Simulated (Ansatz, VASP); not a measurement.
MgI2 in VASP and in Ansatz

INCAR

```
  PREC = Accurate
  ENCUT = 520
  EDIFF = 1E-7
  ISMEAR = 0
  SIGMA = 0.02
  LREAL = F
  LASPH = T
  NELM = 100
  ALGO = Normal
  ISIF = 2
  LWAVE = F
  LCHARG = F
  GGA = PS
  NBANDS = 15
```

Contents of KPOINTS:

```
Automatic mesh
0
Gamma
  6 6 4
```

The input POSCAR:

```
MgI2
1.0
    4.1307255318      0.0000000000      0.0000000000
   -2.0653627659      3.5773132466      0.0000000000
    0.0000000000      0.0000000000      7.0243352534
Mg I
1 2
Direct
    0.0000000000      0.0000000000      0.0000000000
    0.3333333333      0.6666666667      0.7625121855
    0.6666666667      0.3333333333      0.2374878145
```

Input for Ansatz:

```yaml
crystal:
  lattice:
    - [4.1307255317, 0.0, 0.0]
    - [-2.0653627658, 3.5773132465, 0.0]
    - [0.0, 0.0, 7.0243352908]
  atoms:
    - { symbol: Mg, position: [0.0, 0.0, 0.0] }
    - { symbol: I, position: [0.3333333333, 0.6666666667, 0.7625121869] }
    - { symbol: I, position: [0.6666666667, 0.3333333333, 0.2374878131] }
basis:
  ecutwfc: 420
kpoints:
  mp_grid: { grid: [6, 6, 4] }
  band_path: { path: [VBM, CBM], npoints: 2 }
hamiltonian:
  xc: pbesol
scf:
  occupations: { method: gaussian, width: 0.02 }
output:
  forces: true
  stress: true
  eigenvalues: true
checkpoint:
  read: start.run
  write: ck
  compress: false
  write_wavefunctions: false
  write_every: 100000
```

Alike in both runs: task single point; functional PBEsol; k mesh 6 × 6 × 4; occupations gaussian, width 0.02 eV; no spin polarisation.

|  | VASP | Ansatz |
| --- | --- | --- |
| version | VASP 6.6.1 | Ansatz 0.2.0 |
| potentials or method | VASP PAW PBE potentials, release 64 (Mg, I) | scalar-relativistic, plane waves, PAW |
| plane-wave cutoff (eV) | 520 | 420 |
| valence electrons in the cell | 16 | 44 |

```csv
,VASP,Ansatz,Ansatz less VASP
gap on the k mesh at the Fermi level (eV),3.54,3.55,+0.012
least direct gap on the mesh (eV),3.69,3.70,+0.008
pressure (GPa),0.0,0.0,+0.02
```

The two sets of potentials don't hold the same shells in valence.

Caveats: the PAW data sets were made with another functional, which shifts forces and pressure a little (VASP); spin-orbit coupling is left out, which moves the levels of the heavy elements; this functional lacks dispersion, which binds the layers, so the pressure and a relaxed spacing across them are unreliable. A k mesh can miss the band edges. A hybrid or GW would open this gap; PBEsol tends to underestimate it.
